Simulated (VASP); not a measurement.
# Ag (Fm-3m) in VASP: a series of runs, part 2 of 2

VASP 6.6.1.

## (4) Density of states, PBE

File POSCAR:

```
Ag                                      
1.0
    0.0000000000      2.0257627213      2.0257627213
    2.0257627213      0.0000000000      2.0257627213
    2.0257627213      2.0257627213      0.0000000000
  Ag            
     1
Direct
     0.0000000000000000    0.0000000000000000    0.0000000000000000
```

File INCAR.step1:

```
PREC = Accurate ; ENCUT = 520
EDIFF = 1E-6 ; ISMEAR = 1
SIGMA = 0.1 ; LREAL = False
LASPH = True ; NELM = 80
ALGO = Normal ; ISIF = 2
LWAVE = False ; LCHARG = True
LMAXMIX = 4 ; GGA = PE
KPAR = 4
```

File KPOINTS.step1:

```
Automatic mesh
0
Gamma
  16 16 16
```

File INCAR.step2:

```
PREC = Accurate ; ENCUT = 520
EDIFF = 1E-6 ; ISMEAR = -5
SIGMA = 0.1 ; LREAL = False
LASPH = True ; NELM = 80
ALGO = Normal ; ISIF = 2
LWAVE = False ; LCHARG = False
LMAXMIX = 4 ; GGA = PE
LORBIT = 11 ; KPAR = 4
NEDOS = 1001 ; ICHARG = 11
```

File KPOINTS.step2:

```
Automatic mesh
0
Gamma
  24 24 24
```

Potentials or basis: VASP PAW PBE potentials, release 64 (Ag).

Command:

```
> cat potpaw_PBE.64/Ag/POTCAR > POTCAR
> cp INCAR.step1 INCAR
> cp KPOINTS.step1 KPOINTS
> mpirun -np 4 vasp_std > vasp.out
> cp INCAR.step2 INCAR
> cp KPOINTS.step2 KPOINTS
> mpirun -np 4 vasp_std > vasp.out
```

OUTCAR:

```text
PREC = Accurate
   ENCUT = 520
   EDIFF = 1E-6
   ISMEAR = -5
   LREAL = False
   LASPH = True
   NELM = 80
   ISIF = 2
   GGA = PE
   LORBIT = 11
   ICHARG = 11

 ion  position               nearest neighbor table
   1  0.000  0.000  0.000-

  LATTYP: Found a face centered cubic cell.
 ALAT       =     4.0515254426

  Lattice vectors:

 A1 = (   0.0000000000,   2.0257627213,   2.0257627213)
 A2 = (   2.0257627213,   0.0000000000,   2.0257627213)
 A3 = (   2.0257627213,   2.0257627213,   0.0000000000)

Analysis of symmetry for initial positions (statically):
=====================================================================
 Subroutine PRICEL returns:
 Original cell was already a primitive cell.

 Routine SETGRP: Setting up the symmetry group for a
 face centered cubic supercell.

 Subroutine GETGRP returns: Found 48 space group operations
 (whereof 48 operations were pure point group operations)
 out of a pool of 48 trial point group operations.

The static configuration has the point symmetry O_h .

Analysis of symmetry for dynamics (positions and initial velocities):
=====================================================================
[... 172 lines left out ...]
      5       4.9674      2.00000
      6       4.9674      2.00000
      7      24.8624      0.00000
      8      28.5905      0.00000
      9      28.5905      0.00000
[... 265 lines left out ...]
 k-point    24 :       0.4583    0.0417    0.0000
  band No.  band energies     occupation
      1       2.2795      2.00000
      2       3.8554      2.00000
      3       3.9099      2.00000
      4       5.5806      2.00000
      5       5.7803      2.00000
      6       7.8784      2.00000
      7      13.3160      0.00000
      8      24.1675      0.00000
      9      26.6386      0.00000

 [... further k-points ...]

------------------------ aborting loop because EDIFF is reached ----------------------------------------

  FORCE on cell =-STRESS in cart. coord.  units (eV):
  Direction    XX          YY          ZZ          XY          YZ          ZX
  --------------------------------------------------------------------------------------
  -------------------------------------------------------------------------------------
  Total        0.7652350      0.7652350      0.7652350     -0.0000000      0.0000000     -0.0000000
  in kB       73.7411129     73.7411129     73.7411129     -0.0000000      0.0000000     -0.0000000
  external PRESSURE =      73.7411129 kB  Pullay stress =       0.0000000 kB

 VOLUME and BASIS-vectors are now :
 -----------------------------------------------------------------------------
  energy-cutoff  :      520.00
  volume of cell :       16.63
      direct lattice vectors                 reciprocal lattice vectors
     0.000000000  2.025762721  2.025762721    -0.246820615  0.246820615  0.246820615
     2.025762721  0.000000000  2.025762721     0.246820615 -0.246820615  0.246820615
     2.025762721  2.025762721  0.000000000     0.246820615  0.246820615 -0.246820615

 POSITION                                       TOTAL-FORCE (eV/Angst)
 -----------------------------------------------------------------------------------
      0.00000      0.00000      0.00000         0.000000      0.000000     -0.000000
 -----------------------------------------------------------------------------------
    total drift:                                0.000000     -0.000000     -0.000000

  FREE ENERGIE OF THE ION-ELECTRON SYSTEM (eV)
  ---------------------------------------------------
  free  energy   TOTEN  =        -2.6910983366 eV

  energy  without entropy=       -2.6910983366  energy(sigma->0) =       -2.69109834

 total charge

# of ion       s       p       d       tot
------------------------------------------
    1        0.430   0.317   9.159   9.905
```

OUTCAR.step1:

```text
PREC = Accurate
   ENCUT = 520
   EDIFF = 1E-6
   ISMEAR = 1
   LREAL = False
   LASPH = True
[... 506 lines left out ...]
 POSITION                                       TOTAL-FORCE (eV/Angst)
 -----------------------------------------------------------------------------------
      0.00000      0.00000      0.00000         0.000000      0.000000      0.000000
 -----------------------------------------------------------------------------------
    total drift:                               -0.000000      0.000000     -0.000000

  FREE ENERGIE OF THE ION-ELECTRON SYSTEM (eV)
  ---------------------------------------------------
  free  energy   TOTEN  =        -2.6918637610 eV

  energy  without entropy=       -2.6911896677  energy(sigma->0) =       -2.69163906
```

Run time: 12 s. Hardware: 4 MPI ranks of Intel Xeon Platinum 8259CL at 2.50GHz (Skylake/Cascade Lake), shared host; peak memory 0.18 GiB.

What came out:

```
Valence electrons inside the program's atomic spheres : Ag 9.90
```

Levels at points of the mesh, in eV from the Fermi level:
```tsv
k point	band 3	band 4	band 5	band 6	band 7	band 8	band 9
(0.00, 0.00, 0.00)	-4.95	-4.95	-3.87	-3.87	16.02	19.75	19.75
(0.50, 0.00, 0.00)	-4.98	-3.04	-3.04	-0.52	3.69	15.26	18.08
(0.50, 0.50, 0.00)	-3.07	-2.82	-2.82	1.53	6.89	10.74	10.74
```

States per cell in windows of 1 eV (zero at the Fermi level; states under -8 eV left out):
```csv
from (eV),total,Ag1_d,Ag1_p,Ag1_s
-8.0,0.07,0.00,0.00,0.04
-7.0,1.48,1.03,0.03,0.16
-6.0,2.41,2.00,0.06,0.06
-5.0,3.10,2.74,0.07,0.04
-4.0,2.96,2.79,0.03,0.02
-3.0,0.53,0.44,0.02,0.03
-2.0,0.22,0.09,0.04,0.04
-1.0,0.25,0.08,0.06,0.04
0.0,0.27,0.07,0.07,0.04
1.0,0.26,0.06,0.08,0.03
2.0,0.22,0.05,0.08,0.02
3.0,0.21,0.05,0.06,0.03
4.0,0.32,0.07,0.07,0.09
5.0,0.30,0.06,0.08,0.07
6.0,0.28,0.05,0.08,0.06
7.0,0.40,0.08,0.09,0.11
```

Caveat: tetrahedron occupations give inexact forces and stress in metals.

## (5) Optical spectrum, PBE

File INCAR:

```
PREC = Accurate
ENCUT = 520
EDIFF = 1E-7
ISMEAR = 0
SIGMA = 0.05
LREAL = F
LASPH = T
NELM = 80
ALGO = Fast
ISIF = 2
LWAVE = F
LCHARG = F
GGA = PE
LOPTICS = T
NBANDS = 30
NEDOS = 3000
CSHIFT = 0.05
WPLASMAI = 0
KPAR = 4
```

File KPOINTS:

```
regular mesh
0
Gamma
  30 30 30
```

POSCAR is that of step 4.

Potentials or basis: VASP PAW PBE potentials, release 64 (Ag).

Command:

```
> cat potpaw_PBE.64/Ag/POTCAR > POTCAR
> mpirun -np 4 vasp_std > vasp.out
```

OUTCAR:

```text
PREC = Accurate
   ENCUT = 520
   EDIFF = 1E-7
   ISMEAR = 0
   LREAL = F
   LASPH = T
   NELM = 80
   ISIF = 2
   GGA = PE

 ion  position               nearest neighbor table
   1  0.000  0.000  0.000-

  LATTYP: Found a face centered cubic cell.
 ALAT       =     4.0515254426

  Lattice vectors:

 A1 = (   0.0000000000,   2.0257627213,   2.0257627213)
 A2 = (   2.0257627213,   0.0000000000,   2.0257627213)
 A3 = (   2.0257627213,   2.0257627213,   0.0000000000)

Analysis of symmetry for initial positions (statically):
=====================================================================
 Subroutine PRICEL returns:
 Original cell was already a primitive cell.

 Routine SETGRP: Setting up the symmetry group for a
 face centered cubic supercell.

 Subroutine GETGRP returns: Found 48 space group operations
 (whereof 48 operations were pure point group operations)
 out of a pool of 48 trial point group operations.

The static configuration has the point symmetry O_h .

Analysis of symmetry for dynamics (positions and initial velocities):
=====================================================================
 Subroutine PRICEL returns:
 Original cell was already a primitive cell.

 Routine SETGRP: Setting up the symmetry group for a
 face centered cubic supercell.

 Subroutine GETGRP returns: Found 48 space group operations
 (whereof 48 operations were pure point group operations)
 out of a pool of 48 trial point group operations.

The dynamic configuration has the point symmetry O_h .

 Subroutine INISYM returns: Found 48 space group operations
 (whereof 48 operations are pure point group operations),
 and found     1 'primitive' translations

----------------------------------------------------------------------------------------

                                     Primitive cell

  volume of cell :      16.6263

  direct lattice vectors                    reciprocal lattice vectors
     0.000000000  2.025762721  2.025762721    -0.246820615  0.246820615  0.246820615
     2.025762721  0.000000000  2.025762721     0.246820615 -0.246820615  0.246820615
     2.025762721  2.025762721  0.000000000     0.246820615  0.246820615 -0.246820615

  length of vectors
     2.864861115  2.864861115  2.864861115     0.427505845  0.427505845  0.427505845

  position of ions in fractional coordinates (direct lattice)
     0.000000000  0.000000000  0.000000000

  ion indices of the primitive-cell ions
   primitive index   ion index
[... 123 lines left out ...]

 E-fermi :   8.8808     XC(G=0): -12.3614

 val. band max:        8.8693933139   @ k =   0.5000   0.1000   0.0000
 cond. band min:       8.8839038246   @ k =  -0.4333   0.1000   0.0000
 fundamental gap:      0.0145105107
 Fermi energy:         8.8807861895

 k-point     1 :       0.0000    0.0000    0.0000
  band No.  band energies     occupation
      1       0.8301      2.00000
      2       3.8834      2.00000
      3       3.8834      2.00000
      4       3.8834      2.00000
      5       4.9645      2.00000
      6       4.9645      2.00000
[... 457 lines left out ...]
      4       4.1646      2.00000
      5       5.0771      2.00000
      6       5.1944      2.00000
[... 9 lines left out ...]
     16      41.7760      0.00000
     17      44.3028      0.00000

 [... further k-points ...]

 [bands above 17 left out]

------------------------ aborting loop because EDIFF is reached ----------------------------------------

  FORCE on cell =-STRESS in cart. coord.  units (eV):
  Direction    XX          YY          ZZ          XY          YZ          ZX
  --------------------------------------------------------------------------------------
  -------------------------------------------------------------------------------------
  Total        0.7901735      0.7901735      0.7901735      0.0000000      0.0000000      0.0000000
  in kB       76.1442858     76.1442858     76.1442858      0.0000000      0.0000000      0.0000000
  external PRESSURE =      76.1442858 kB  Pullay stress =       0.0000000 kB

 VOLUME and BASIS-vectors are now :
 -----------------------------------------------------------------------------
  energy-cutoff  :      520.00
  volume of cell :       16.63
      direct lattice vectors                 reciprocal lattice vectors
     0.000000000  2.025762721  2.025762721    -0.246820615  0.246820615  0.246820615
     2.025762721  0.000000000  2.025762721     0.246820615 -0.246820615  0.246820615
     2.025762721  2.025762721  0.000000000     0.246820615  0.246820615 -0.246820615

 POSITION                                       TOTAL-FORCE (eV/Angst)
 -----------------------------------------------------------------------------------
      0.00000      0.00000      0.00000         0.000000      0.000000      0.000000
 -----------------------------------------------------------------------------------
    total drift:                               -0.000000      0.000000      0.000000

  FREE ENERGIE OF THE ION-ELECTRON SYSTEM (eV)
  ---------------------------------------------------
  free  energy   TOTEN  =        -2.6912021748 eV

  energy  without entropy=       -2.6908956966  energy(sigma->0) =       -2.69104894

 electrical conductivity sigma (Mega S m-1) (frequency dependency in vasprun.xml)
  --------------------------------------------------------------------------------------
       0.152      -0.000       0.000
      -0.000       0.152      -0.000
       0.000      -0.000       0.152

  frequency dependent IMAGINARY DIELECTRIC FUNCTION (independent particle, no local field effects) density-density
     E(ev)      X         Y         Z        XY        YZ        ZX
  --------------------------------------------------------------------------------------------------------------
     0.00000     0.00000     0.00000     0.00000     0.00000     0.00000     0.00000
     0.92832     0.01372     0.01372     0.01372     0.00000     0.00000     0.00000
     1.85663     0.04046     0.04046     0.04046     0.00000    -0.00000     0.00000
     2.78495     0.21863     0.21863     0.21863     0.00000    -0.00000     0.00000
     3.71327     4.56184     4.56184     4.56184     0.00000     0.00000     0.00000
     4.64159     5.03951     5.03951     5.03951     0.00000     0.00000    -0.00000
[... 92 lines left out ...]
    90.97509     0.00022     0.00022     0.00022     0.00000     0.00000     0.00000
    91.90341     0.00021     0.00021     0.00021     0.00000     0.00000     0.00000

  frequency dependent      REAL DIELECTRIC FUNCTION (independent particle, no local field effects) density-density
     E(ev)        X           Y           Z          XY          YZ          ZX
  --------------------------------------------------------------------------------------------------------------
     0.00000     4.94688     4.94688     4.94688     0.00000     0.00000     0.00000
     0.92832     5.06750     5.06750     5.06750     0.00000     0.00000     0.00000
     1.85663     5.52916     5.52916     5.52916     0.00000     0.00000     0.00000
     2.78495     7.19582     7.19582     7.19582     0.00000     0.00000     0.00000
     3.71327     6.94763     6.94763     6.94763    -0.00000    -0.00000     0.00000
     4.64159     2.26192     2.26192     2.26192    -0.00000    -0.00000     0.00000
[... 92 lines left out ...]
    90.97509     0.85058     0.85058     0.85058     0.00000    -0.00000     0.00000
    91.90341     0.85464     0.85464     0.85464     0.00000    -0.00000     0.00000

  frequency dependent IMAGINARY DIELECTRIC FUNCTION (independent particle, no local field effects) current-current
     E(ev)      X         Y         Z        XY        YZ        ZX
  --------------------------------------------------------------------------------------------------------------
     0.00000    12.75756    12.75756    12.75756     0.00000     0.00000    -0.00000
     0.92832     0.45195     0.45195     0.45195     0.00000     0.00000    -0.00000
     1.85663     0.28449     0.28449     0.28449     0.00000     0.00000    -0.00000
     2.78495     0.44191     0.44191     0.44191     0.00000     0.00000    -0.00000
     3.71327     4.72356     4.72356     4.72356    -0.00000     0.00000    -0.00000
     4.64159     5.06367     5.06367     5.06367     0.00000     0.00000    -0.00000
[... 92 lines left out ...]
    90.97509     0.00006     0.00006     0.00006     0.00000    -0.00000    -0.00000
    91.90341     0.00006     0.00006     0.00006     0.00000    -0.00000    -0.00000

  frequency dependent      REAL DIELECTRIC FUNCTION (independent particle, no local field effects) current-current
     E(ev)        X           Y           Z          XY          YZ          ZX
  --------------------------------------------------------------------------------------------------------------
     0.00000     4.94623     4.94623     4.94623     0.00000     0.00000    -0.00000
     0.92832     5.06664     5.06664     5.06664     0.00000     0.00000    -0.00000
     1.85663     5.52794     5.52794     5.52794     0.00000     0.00000    -0.00000
     2.78495     7.19170     7.19170     7.19170     0.00000     0.00000    -0.00000
     3.71327     6.82901     6.82901     6.82901    -0.00000    -0.00000    -0.00000
     4.64159     2.15400     2.15400     2.15400     0.00000     0.00000    -0.00000
[... 92 lines left out ...]
    90.97509     0.85058     0.85058     0.85058    -0.00000    -0.00000     0.00000
    91.90341     0.85464     0.85464     0.85464    -0.00000    -0.00000     0.00000
```

OSZICAR:

```text
N       E                     dE             d eps       ncg     rms          rms(c)
DAV:   1     0.879785384509E+02    0.87979E+02   -0.39231E+03 45406   0.333E+02
DAV:   2     0.116887424895E+01   -0.86810E+02   -0.77224E+02 52566   0.133E+02
DAV:   3    -0.294927296427E+01   -0.41181E+01   -0.40876E+01 58042   0.277E+01
DAV:   4    -0.295543291364E+01   -0.61599E-02   -0.61591E-02 54452   0.107E+00
DAV:   5    -0.295543532329E+01   -0.24097E-05   -0.24094E-05 52260   0.231E-02    0.561E+00
RMM:   6    -0.270404120800E+01    0.25139E+00   -0.89671E-02 54827   0.124E+00    0.355E+00
RMM:   7    -0.269438513254E+01    0.96561E-02   -0.29377E-03 57924   0.256E-01    0.199E+00
RMM:   8    -0.269119897776E+01    0.31862E-02   -0.18329E-04 59724   0.581E-02    0.124E-01
RMM:   9    -0.269119951235E+01   -0.53459E-06   -0.24689E-06 60040   0.784E-03    0.499E-02
RMM:  10    -0.269120247177E+01   -0.29594E-05   -0.16873E-06 60978   0.614E-03    0.305E-03
RMM:  11    -0.269120228504E+01    0.18673E-06   -0.36331E-08 54790   0.972E-04    0.994E-04
RMM:  12    -0.269120215337E+01    0.13167E-06   -0.37635E-09 50602   0.252E-04    0.240E-04
RMM:  13    -0.269120217480E+01   -0.21435E-07   -0.17897E-11 36925   0.776E-05
   1 F= -.26912022E+01 E0= -.26910489E+01  d E =-.306478E-03
 imaginary and real dielectric function
```

Wall time 36 s (4 MPI ranks of Intel Xeon 6975P-C (Granite Rapids), shared host); peak memory 0.53 GiB.

Results:

- Free energy: -2.6912 eV
- Pressure: 7.6 GPa
- Band gap on the k mesh: none (metal or under the smearing width)

Dielectric function (mean over the directions given):
```
energy (eV)  real part  imaginary part
       0.28       4.96            0.00
       0.74       5.02            0.01
       1.21       5.16            0.02
       1.76       5.46            0.04
       2.23       5.91            0.07
       2.79       7.20            0.22
       3.25       8.41            2.92
       3.81       7.41            5.66
       4.27       4.28            5.81
       4.73       2.04            4.87
       5.29       1.47            3.63
       5.76       1.48            3.29
       6.31       1.65            2.61
       6.78       1.43            1.94
       7.33       1.46            1.82
       7.80       2.11            1.91
       8.26       2.20            1.87
       8.82       1.94            2.00
       9.28       2.04            1.97
       9.84       2.02            1.68
      10.30       1.93            1.79
      10.86       1.66            1.83
      11.33       1.68            1.83
      11.88       1.87            1.85
      12.35       1.95            1.74
      12.81       1.95            1.87
      13.37       1.95            2.20
      13.83       1.47            2.12
      14.39       1.08            2.13
      14.85       1.30            1.91
      15.41       1.17            1.75
      15.87       1.15            1.60
      16.34       1.04            1.50
      16.90       1.18            1.41
      17.36       1.02            1.34
      17.92       1.05            1.32
      18.38       1.13            1.27
      18.94       1.29            1.21
      19.40       1.42            1.23
      19.96       1.63            1.54
```

Caveat: independent-particle spectra lack excitons; the intraband (Drude) part of a metal's response may be missing.

## (6) The runs side by side

```tsv
task	level	spin	k mesh	smearing	further INCAR settings	k mesh for the DOS	occupations for the DOS	pressure (GPa)
band structure	r2SCAN	off	16 × 16 × 16	methfessel-paxton 0.1 eV	ALGO = Normal; EDIFF = 1e-06	-	-	4.7
band structure	PBE	SOC, no magnetisation	16 × 16 × 16	methfessel-paxton 0.1 eV	ALGO = Normal; EDIFF = 1e-06	-	-	7.6
density of states	PBE	off	16 × 16 × 16	methfessel-paxton 0.1 eV	ALGO = Normal; EDIFF = 1e-06	24 × 24 × 24	tetrahedron	-
optical spectrum	PBE	off	30 × 30 × 30	gaussian 0.05 eV	ALGO = Fast; EDIFF = 1e-07; NBANDS = 30	-	-	7.6
```

Alike in all rows: potentials or basis VASP PAW PBE potentials, release 64 (Ag); cell as given; cutoff (eV) 520.

The pressure there spans 4.7 GPa (r2SCAN) to 7.6 GPa (PBE); a positive pressure means that this level wants a larger cell, a negative one a smaller.

Caveats: the PAW data sets were made with another functional, which shifts forces and pressure a little (some runs); tetrahedron occupations give inexact forces and stress in metals (some runs); independent-particle spectra lack excitons (some runs); the intraband (Drude) part of a metal's response may be missing (some runs).

Total energies depend on the potentials used, so only differences within one code and one set of settings carry meaning.
